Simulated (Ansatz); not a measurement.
# MnS (F-43m) in Ansatz: reference runs

Reference runs on MnS: the cell as given and a disturbed copy.

Everything below comes from runs of Ansatz 0.2.0. Logs are shortened: lines on timing, memory, paths and dates and some standing lists are left out, and cuts for length are marked.

## (1) The structure

The structure is cubic, space group F-43m (No. 216). The conventional cell has a = 4.947 Å, b = 4.947 Å, c = 4.947 Å, α = 90.00°, β = 90.00°, γ = 90.00°. Around Mn (site symmetry -43m) lie 4 S at 2.14 Å. S (site symmetry -43m) is surrounded by 4 Mn at 2.14 Å.

The cell is a database's computed one.

## (2) Single point, PBE, collinear spin, ferromagnetic start

input.yaml

```yaml
crystal:
  lattice:
    - [0.0, 2.4734634191, 2.4734634191]
    - [2.4734634191, 0.0, 2.4734634191]
    - [2.4734634191, 2.4734634191, 0.0]
  atoms:
    - { symbol: Mn, position: [0.0, 0.0, 0.0], spin: 4.0 }
    - { symbol: S, position: [0.75, 0.75, 0.75] }
kpoints:
  mp_grid: { grid: [9, 9, 9] }
scf:
  occupations: { method: fermi_dirac, width: 0.05 }
hamiltonian:
  xc: pbe
  pseudopotentials: { kind: all_electron, lapw: { basis_error: 0.001 } }
magnetization:
  spin_polarized: true
output:
  forces: true
  stress: true
  eigenvalues: true
  populations: true
```

Potentials or basis: all-electron LAPW, scalar-relativistic.

Started as:

```
$ ansatz run input.yaml --threads 2 --pin off --max-ram 6144MiB --backend cpu --events-out ev --progress --plain --runs-dir out
```

Log:

```text
Warning: RAYON_NUM_THREADS=2 ignored (pool sized by the plan → 2); use --threads N
Mn: projections on atomic orbitals take those of the free atom 1s2 2s2 2p6 3s2 3p6 3d5 4s2, of charge +0.00 (hamiltonian.pseudopotentials.projection_atoms)
S: projections on atomic orbitals take those of the free atom 1s2 2s2 2p6 3s2 3p4, of charge +0.00 (hamiltonian.pseudopotentials.projection_atoms)
LAPW: plane waves up to 9.499 Å⁻¹, error target 1.0e-3 eV per atom; small_component_spin mean_spin; S in spheres of 0.966 Å, 14 of its electrons in bands, Dirac shells []; Mn in spheres of 1.176 Å, 15 of its electrons in bands, Dirac shells [] (how accurate: hamiltonian.pseudopotentials.lapw.basis_error, Limitations)
Engine: ansatz 0.2.0, x86_64-unknown-linux-gnu
Pseudopotentials: kind: all_electron
Pseudopotential: Mn, LAPW, valence charge 15, lapw/all_electron/scalar/gaussian/Mn, Koelling and Harmon's equation, gaussian nucleus
Pseudopotential: S, LAPW, valence charge 14, lapw/all_electron/scalar/gaussian/S, Koelling and Harmon's equation, gaussian nucleus
Functional definition: PBE
  parameter kappa = 0.804
  parameter beta = 0.06672455060314922
  exchange = pbe_x(kappa = kappa, mu = beta*pi^2/3)
  correlation = pbe_c(beta = beta)
Crystal: 2 atoms, lattice volume = 30.265 Å³
Basis set: ecut = 343.79496130677 eV, 411 PW (Γ), exchange–correlation at level 2
Bands: 21, of which v1, the nominal top of the filled ones, is band 15 counted from 1 (14 counted from 0)
Symmetry: 24 space group operations
Space group: F-43m (ITA 216), of the structure as read, at distance tolerance 3.1e-5 Å
Magnetic group: BNS 216.74 (UNI 1576), of the structure as read, at distance tolerance 3.1e-5 Å
k-points: 35 of 729 (time reversal used)
Non-local potential: Mn, projectors of the file, none
Non-local potential: S, projectors of the file, none
Initial density: superposition of atomic densities (chi_scale 0.1, normalization cell, long waves kept (reshape's long-wave potential 0.00 eV rms))
Starting moments: Σ|m| = 4 μB on 1 of 2 sites
Initial wavefunctions: plane waves of lowest kinetic energy (no species holds an atomic orbital)
Functional: x = pbe(κ = 0.804, μ = 0.2195149727645171), c = pbe(β = 0.06672455060314922)
iter 1 solved again at ethr=1.82e-3 eV; its pass at ethr=1.00e-1 eV (dr2=5.28e-1 eV) is discarded
SCF iter   1: F=—  HF=-42391.352811 eV  |F-HF|=—  |Δ(HF+E_count)|=         —  Δρ=4.80e-2 (↑3.67e-2 ↓4.80e-2)  dr2=5.29e-1  dr2_m=3.99e-1  M=2.664 μB ∫|m|=2.736 μB  β_m=0.30  ethr=1.82e-3  ⟨swp⟩=2.0  Hψ=10096  notcnv=0
Mixer restart at iter 1: flushing history
preconditioner: auto → Kerker (q_TF=auto, 2.709 Å⁻¹)  [metal: Δε(μ)=0.007 eV  Ē_g=10.902 eV  σ=0.050 eV  W_gap=0.04  n_scr=14 (ndim 8)  ℏωp=24.3 eV  f_vac=0.000  D(μ)=3.03/eV (n_scr^D=50)]
spin=Collinear: Kerker preconditioning applied to the charge; magnetization (m = ρ↑ − ρ↓) channel mixes plain (no charge-response kernel on spin).
SCF iter   2: F=—  HF=-42391.396032 eV  |F-HF|=—  |Δ(HF+E_count)|=   4.32e-2  Δρ=4.55e-2 (↑3.59e-2 ↓4.55e-2)  dr2=3.52e-1  dr2_m=3.96e-1  M=2.286 μB ∫|m|=2.397 μB  β_m=0.65  ethr=1.82e-3  ⟨swp⟩=2.0  Hψ=4244  notcnv=0
SCF iter   3: F=—  HF=-42391.331529 eV  |F-HF|=—  |Δ(HF+E_count)|=   6.45e-2  Δρ=3.10e-2 (↑2.27e-2 ↓3.10e-2)  dr2=1.03e-1  dr2_m=1.88e-1  M=1.454 μB ∫|m|=1.607 μB  β_m=0.33  ethr=1.21e-3  ⟨swp⟩=2.0  Hψ=4262  notcnv=0
SCF iter   4: F=—  HF=-42391.557389 eV  |F-HF|=—  |Δ(HF+E_count)|=         —  Δρ=3.40e-2 (↑2.89e-2 ↓3.40e-2)  dr2=5.74e-2  dr2_m=2.65e-1  M=0.432 μB ∫|m|=0.513 μB  β_m=1.00  ethr=3.54e-4  ⟨swp⟩=2.0  Hψ=4264  notcnv=0
Mixer restart at iter 4: flushing history
SCF iter   5: F=—  HF=-42391.398590 eV  |F-HF|=—  |Δ(HF+E_count)|=   1.59e-1  Δρ=7.09e-3 (↑7.09e-3 ↓3.59e-3)  dr2=1.68e-2  dr2_m=5.30e-3  M=0.323 μB ∫|m|=0.366 μB  β_m=0.82  ethr=1.72e-4  ⟨swp⟩=2.7  Hψ=4459  notcnv=0
SCF iter   6: F=—  HF=-42391.439535 eV  |F-HF|=—  |Δ(HF+E_count)|=         —  Δρ=1.13e-2 (↑5.63e-3 ↓1.13e-2)  dr2=1.11e-1  dr2_m=3.04e-3  M=0.250 μB ∫|m|=0.281 μB  β_m=0.82  ethr=5.79e-5  ⟨swp⟩=3.0  Hψ=4741  notcnv=0
the basis was enlarged: its passes take 901.1 KiB over the memory plan, 2 of 2 planned eigensolver slots
SCF iter   7: F=—  HF=-42391.373713 eV  |F-HF|=—  |Δ(HF+E_count)|=   6.58e-2  Δρ=2.93e-3 (↑2.93e-3 ↓1.71e-3)  dr2=3.74e-3  dr2_m=8.94e-4  M=0.265 μB ∫|m|=0.292 μB  β_m=0.91  ethr=5.79e-5  ⟨swp⟩=3.0  Hψ=4703  notcnv=0
iter 8 solved again at ethr=8.13e-7 eV; its pass at ethr=1.29e-5 eV (dr2=2.36e-4 eV) is discarded
SCF iter   8: F=—  HF=-42391.370719 eV  |F-HF|=—  |Δ(HF+E_count)|=   2.99e-3  Δρ=5.23e-4 (↑5.23e-4 ↓3.88e-4)  dr2=2.34e-4  dr2_m=3.53e-6  M=0.235 μB ∫|m|=0.254 μB  β_m=0.86  ethr=8.13e-7  ⟨swp⟩=2.0  Hψ=6776  notcnv=0
SCF iter   9: F=—  HF=-42391.370420 eV  |F-HF|=—  |Δ(HF+E_count)|=   2.99e-4  Δρ=1.98e-4 (↑1.89e-4 ↓1.98e-4)  dr2=6.82e-5  dr2_m=1.98e-7  M=0.230 μB ∫|m|=0.248 μB  β_m=0.93  ethr=8.07e-7  ⟨swp⟩=2.9  Hψ=3948  notcnv=0
SCF iter  10: F=—  HF=-42391.370458 eV  |F-HF|=—  |Δ(HF+E_count)|=   3.81e-5  Δρ=7.45e-5 (↑4.62e-5 ↓7.45e-5)  dr2=5.92e-6  dr2_m=1.56e-7  M=0.228 μB ∫|m|=0.246 μB  β_m=0.97  ethr=2.35e-7  ⟨swp⟩=3.0  Hψ=3985  notcnv=0
SCF iter  11: F=—  HF=-42391.370458 eV  |F-HF|=—  |Δ(HF+E_count)|=   6.37e-7  Δρ=9.05e-6 (↑8.47e-6 ↓9.05e-6)  dr2=1.05e-7  dr2_m=3.22e-9  M=0.228 μB ∫|m|=0.245 μB  β_m=0.98  ethr=2.04e-8  ⟨swp⟩=2.6  Hψ=3873  notcnv=0
SCF iter  12: F=—  HF=-42391.370458 eV  |F-HF|=—  |Δ(HF+E_count)|=   6.59e-8  Δρ=1.61e-6 (↑1.61e-6 ↓1.37e-6)  dr2=2.08e-9  dr2_m=2.52e-10  M=0.228 μB ∫|m|=0.245 μB  β_m=0.99  ethr=3.62e-10  ⟨swp⟩=3.0  Hψ=4077  notcnv=0
SCF iter  13: F=-42391.370458 eV  HF=-42391.370458 eV  |F-HF|=6.24e-9  |Δ(HF+E_count)|=   7.23e-9  Δρ=1.40e-6 (↑1.40e-6 ↓1.14e-6)  dr2=2.49e-9  dr2_m=1.86e-11  M=0.228 μB ∫|m|=0.245 μB  ethr=7.16e-12  ⟨swp⟩=3.0  Hψ=4115  notcnv=0
SCF 1 converged in 13 iterations: F = -42391.370458 eV  dr2 = 2.49e-9
SCF converged after 13 iterations
Magnetization: 0.2276 μB (14.6138 up, 14.3862 down)
Absolute magnetization: 0.2451 μB (∫|ρ↑−ρ↓|)
Spin contamination: 0.0050 ħ² per cell (⟨S²⟩ above its minimum at these occupations)
Per-site moments (μB) at R_I (Å): [(0.2164414807849422, 1.175840602137885), (-0.002211838767095742, 0.966241522214719)]
Free energy (F): -42391.370458 eV
Harris-Foulkes:  -42391.370458 eV  (|F-HF|=6.24e-9)
Internal energy: -42391.350885 eV  (E = F + TS)
E sigma→0 (E₀):  -42391.360672 eV
Entropy (-TS):   -0.019573 eV (-9.787 meV/atom)
Fermi energy:    12.431480 eV
--- Per-component energies (eV) ---
  E_band       = -1466.965250
  E_kinetic    = 42839.886877
  E_xc         = -2122.892338
  E_electrostatic = -83108.345425  (all electrons and nuclei)
  E_smearing   = -0.019573  (= −TS)
  E_closure    = 0.000000  (closes the sum)
  E_atoms      = -42377.318761  (free atoms, spherical and without spin; not in F)
  Σ components = -42391.370458   (vs F -42391.370458, Δ=0.00e0)
  Basis errors (estimates in eV, not in F): energy 4.7e-4 per atom: plane waves 4.3e-4 (2.5e-4 summed), levels above the bands 2.4e-92, relativity 2.2e-8, radial functions 4.5e-5, core shells 9.7e-8; eigenvalues (radial functions only) 1.1e-6; not estimated: angular momenta, meshes, grids; target (lapw.basis_error) 1.0e-3; muffin-tin radii S 0.966 Å, Mn 1.176 Å
--- Forces (eV/Å), atoms counted from 1 ---
  atom   1  Mn    -0.00000000     0.00000000    -0.00000000
  atom   2  S      0.00000000    -0.00000000    -0.00000000
  max |Σ_I F_I| component: 9.25e-18 eV/Å
--- Stress (GPa, compression-positive) ---
        2.971444       0.000000       0.000000
        0.000000       2.971444      -0.000000
        0.000000      -0.000000       2.971444
  P = ⅓ Tr σ = 2.9714 GPa (29.714 kbar)
--- Band table (eV; the first three rows and the last of 70) ---
  k-point 0 ↑: bands = ["-194.1226", "-138.9018", "-138.9018", "-138.9018", "-66.5502", "-35.3584", "-35.3584", "-35.3584", "-2.8924", "7.6899", "7.6899", "7.6899", "11.5158", "11.5158", "16.0971", "16.0971", "16.0971", "16.1848", "20.2215", "20.2215", "20.2215"]
  k-point 1 ↑: bands = ["-194.1226", "-138.9018", "-138.9018", "-138.9018", "-66.5500", "-35.3614", "-35.3588", "-35.3588", "-2.7643", "7.4429", "7.7329", "7.7329", "11.4851", "11.4851", "15.2492", "15.9215", "15.9215", "16.8907", "20.1970", "20.4861", "20.4861"]
  k-point 2 ↑: bands = ["-194.1226", "-138.9018", "-138.9018", "-138.9018", "-66.5495", "-35.3691", "-35.3600", "-35.3600", "-2.4184", "6.8605", "7.8320", "7.8320", "11.4648", "11.4648", "13.9964", "15.4631", "15.4631", "17.7309", "20.3357", "20.9437", "20.9437"]
  k-point 34 ↓: bands = ["-194.1236", "-138.9032", "-138.9032", "-138.9032", "-66.3272", "-35.1634", "-35.1568", "-35.1514", "-1.2102", "6.5255", "7.1969", "8.2372", "10.7756", "11.5858", "12.4616", "13.0532", "13.9207", "19.4397", "21.1150", "21.7038", "22.9161"]
--- Löwdin populations: 2 sites ---
  site symbol       q [e]    m [muB]
     0     Mn     24.6046     0.2285
     1      S     16.1140    -0.0048
  spilling = 0.006862 (of n_electrons = 41.000000)
```

Wall time 13 s (2 threads of Intel Xeon Platinum 8488C (Sapphire Rapids), shared host); peak memory 0.44 GiB.

Results:

```
Free energy            : -42391.3705 eV
Pressure               : 3.0 GPa
Band gap on the k mesh : none (metal or under the smearing width)
Net moment             : 0.23 μB per cell
Absolute moment        : 0.25 μB per cell
Site moments           : Mn +0.22; S -0.00 μB
```

Caveat: the moment fell far below its start of 4 μB, so a state of higher moment may lie lower in energy; semilocal functionals often make such compounds metallic where correlation or magnetic order opens a gap, which also shifts bond lengths; the starting moments weren't kept.

## (3) Single point, PBE, collinear spin, ferromagnetic start (atoms moved at random, drawn with an rms of 0.05 Å)

input.yaml, as its differences from that of step 2:

```diff
@@ -6,4 +6,4 @@
   atoms:
-    - { symbol: Mn, position: [0.0, 0.0, 0.0], spin: 4.0 }
-    - { symbol: S, position: [0.75, 0.75, 0.75] }
+    - { symbol: Mn, position: [0.003495, -0.003728, 0.001357], spin: 4.0 }
+    - { symbol: S, position: [0.727105, 0.732097, 0.762496] }
 kpoints:
```

Potentials or basis: all-electron LAPW, scalar-relativistic.

Started as:

```
$ ansatz run input.yaml --threads 2 --pin off --max-ram 6144MiB --backend cpu --events-out ev --progress --plain --runs-dir out
```

Log:

```text
Warning: RAYON_NUM_THREADS=2 ignored (pool sized by the plan → 2); use --threads N
Mn: projections on atomic orbitals take those of the free atom 1s2 2s2 2p6 3s2 3p6 3d5 4s2, of charge +0.00 (hamiltonian.pseudopotentials.projection_atoms)
S: projections on atomic orbitals take those of the free atom 1s2 2s2 2p6 3s2 3p4, of charge +0.00 (hamiltonian.pseudopotentials.projection_atoms)
LAPW: plane waves up to 9.932 Å⁻¹, error target 1.0e-3 eV per atom; small_component_spin mean_spin; S in spheres of 0.938 Å, 14 of its electrons in bands, Dirac shells []; Mn in spheres of 1.130 Å, 15 of its electrons in bands, Dirac shells [] (how accurate: hamiltonian.pseudopotentials.lapw.basis_error, Limitations)
[... 9 set-up lines as earlier in the session ...]
Crystal: 2 atoms, lattice volume = 30.265 Å³
Basis set: ecut = 375.85478736326166 eV, 531 PW (Γ), exchange–correlation at level 2
Bands: 21, of which v1, the nominal top of the filled ones, is band 15 counted from 1 (14 counted from 0)
Symmetry: 1 space group operations
Space group: P1 (ITA 1), of the structure as read, at distance tolerance 3.1e-5 Å
Magnetic group: BNS 1.1 (UNI 1), of the structure as read, at distance tolerance 3.1e-5 Å
k-points: 365 of 729 (time reversal used)
[... 3 set-up lines as earlier in the session ...]
Starting moments: Σ|m| = 4 μB on 1 of 2 sites
[... 2 set-up lines as earlier in the session ...]
iter 1 solved again at ethr=1.92e-3 eV; its pass at ethr=1.00e-1 eV (dr2=5.56e-1 eV) is discarded
SCF iter   1: F=—  HF=-42391.317392 eV  |F-HF|=—  |Δ(HF+E_count)|=         —  Δρ=5.24e-2 (↑4.05e-2 ↓5.24e-2)  dr2=5.58e-1  dr2_m=4.92e-1  M=2.585 μB ∫|m|=2.666 μB  β_m=0.30  ethr=1.92e-3  ⟨swp⟩=2.0  Hψ=104516  notcnv=0
Mixer restart at iter 1: flushing history
[... 16 lines left out ...]
SCF iter  13: F=—  HF=-42391.291746 eV  |F-HF|=—  |Δ(HF+E_count)|=   1.30e-8  Δρ=8.82e-7 (↑8.21e-7 ↓8.82e-7)  dr2=6.97e-10  dr2_m=7.62e-11  M=0.219 μB ∫|m|=0.239 μB  β_m=0.98  ethr=2.12e-11  ⟨swp⟩=3.0  Hψ=43354  notcnv=0
SCF iter  14: F=-42391.291746 eV  HF=-42391.291746 eV  |F-HF|=8.73e-11  |Δ(HF+E_count)|=   1.54e-9  Δρ=3.51e-7 (↑3.51e-7 ↓3.48e-7)  dr2=1.46e-10  dr2_m=5.65e-12  M=0.219 μB ∫|m|=0.239 μB  ethr=2.80e-12 (applied; sched 2.40e-12)  ⟨swp⟩=3.0  Hψ=44071  notcnv=0
SCF 1 converged in 14 iterations: F = -42391.291746 eV  dr2 = 1.46e-10
SCF converged after 14 iterations
Magnetization: 0.2191 μB (14.6096 up, 14.3904 down)
Absolute magnetization: 0.2385 μB (∫|ρ↑−ρ↓|)
Spin contamination: 0.0050 ħ² per cell (⟨S²⟩ above its minimum at these occupations)
Per-site moments (μB) at R_I (Å): [(0.20702157197175453, 1.1302161306508647), (-0.003479797279169361, 0.9379118623620294)]
Free energy (F): -42391.291746 eV
Harris-Foulkes:  -42391.291746 eV  (|F-HF|=8.73e-11)
Internal energy: -42391.272760 eV  (E = F + TS)
E sigma→0 (E₀):  -42391.282253 eV
Entropy (-TS):   -0.018986 eV (-9.493 meV/atom)
Fermi energy:    12.446073 eV
--- Per-component energies (eV) ---
  E_band       = -1467.118294
  E_kinetic    = 42840.360486
  E_xc         = -2122.957624
  E_electrostatic = -83108.675623  (all electrons and nuclei)
  E_smearing   = -0.018986  (= −TS)
  E_closure    = 0.000000  (closes the sum)
  E_atoms      = -42377.318761  (free atoms, spherical and without spin; not in F)
  Σ components = -42391.291746   (vs F -42391.291746, Δ=0.00e0)
  Basis errors (estimates in eV, not in F): energy 4.7e-4 per atom: plane waves 4.3e-4 (2.5e-4 summed), levels above the bands 3.8e-92, relativity 2.1e-8, radial functions 4.4e-5, core shells 3.1e-7; eigenvalues (radial functions only) 1.2e-6; not estimated: angular momenta, meshes, grids; target (lapw.basis_error) 1.0e-3; muffin-tin radii S 0.938 Å, Mn 1.130 Å
--- Forces (eV/Å), atoms counted from 1 ---
  atom   1  Mn     0.09494548    -0.50778930    -1.38058646
  atom   2  S     -0.09494554     0.50778977     1.38058626
  max |Σ_I F_I| component: 4.68e-7 eV/Å
--- Stress (GPa, compression-positive) ---
        3.985555      -8.009559      -2.871607
       -8.009559       3.966508       0.103164
       -2.871607       0.103164       3.825689
  P = ⅓ Tr σ = 3.9259 GPa (39.259 kbar)
--- Band table (eV; the first three rows and the last of 730) ---
  k-point 0 ↑: bands = ["-194.1214", "-138.9093", "-138.8996", "-138.8913", "-66.5558", "-35.4035", "-35.3638", "-35.3306", "-2.8981", "7.4936", "7.6450", "7.9182", "11.5205", "11.5366", "15.5719", "15.9165", "16.3110", "16.6085", "20.1664", "20.2388", "20.3758"]
  k-point 1 ↑: bands = ["-194.1214", "-138.9093", "-138.8996", "-138.8913", "-66.5556", "-35.4041", "-35.3659", "-35.3318", "-2.7709", "7.4399", "7.5591", "7.8753", "11.4891", "11.5147", "15.1382", "15.7143", "16.0995", "17.0253", "20.1230", "20.4863", "20.6291"]
  k-point 2 ↑: bands = ["-194.1214", "-138.9093", "-138.8996", "-138.8913", "-66.5551", "-35.4056", "-35.3715", "-35.3345", "-2.4278", "6.8750", "7.6812", "7.8816", "11.4548", "11.5252", "14.0023", "15.4490", "15.5367", "17.7757", "20.1927", "20.9520", "21.0833"]
  k-point 364 ↓: bands = ["-194.1227", "-138.9106", "-138.9016", "-138.8935", "-66.3370", "-35.2580", "-35.1574", "-35.0822", "-1.5286", "5.9080", "7.9830", "8.2647", "11.6161", "11.8309", "12.1543", "13.9659", "14.0897", "18.4656", "20.4385", "21.4630", "23.1696"]
--- Löwdin populations: 2 sites ---
  site symbol       q [e]    m [muB]
     0     Mn     24.6074     0.2231
     1      S     16.1119    -0.0067
  spilling = 0.006847 (of n_electrons = 41.000000)
```

populations.tsv:

```text
# site	symbol	l	j	q_up	q_dn
# orbitals = lowdin
# n_electrons = 41.000000
# spilling = 0.006847
# projection_atom_Mn: 1s2 2s2 2p6 3s2 3p6 3d5 4s2
# projection_atom_S: 1s2 2s2 2p6 3s2 3p4
0	Mn	0_1S	-	0.999992	0.999992
0	Mn	0_2S	-	0.999582	0.999584
0	Mn	0_3S	-	0.988702	0.988772
0	Mn	0_4S	-	0.271989	0.265637
0	Mn	1_2P	-	2.999992	2.999992
0	Mn	1_3P	-	2.996215	2.996201
0	Mn	2_3D	-	3.158752	2.941963
1	S	0_1S	-	0.999944	0.999944
1	S	0_2S	-	0.996039	0.996019
1	S	0_3S	-	0.841759	0.841629
1	S	1_2P	-	2.999434	2.999428
1	S	1_3P	-	2.215407	2.222288
```

It took 2 min on 2 threads of Intel Xeon Platinum 8488C (Sapphire Rapids), shared host; peak memory 1.3 GiB.

Results:

| Property | Result |
| --- | --- |
| Free energy | -42391.2917 eV |
| Pressure | 3.9 GPa |
| Largest force | 1.474 eV/Å |
| Band gap on the k mesh | none (metal or under the smearing width) |
| Net moment | 0.22 μB per cell |
| Absolute moment | 0.24 μB per cell |
| Site moments | Mn +0.21; S -0.00 μB |

Forces in eV/Å, atoms in the order of the input:
```
Mn   0.095 -0.508 -1.381
S   -0.095  0.508  1.381
```

Stress tensor (GPa, compression positive):
```
 3.99 -8.01 -2.87
-8.01  3.97  0.10
-2.87  0.10  3.83
```

Caveat: the moment fell far below its start of 4 μB, so a state of higher moment may lie lower in energy; semilocal functionals often make such compounds metallic where correlation or magnetic order opens a gap, which also shifts bond lengths; the starting moments weren't kept.
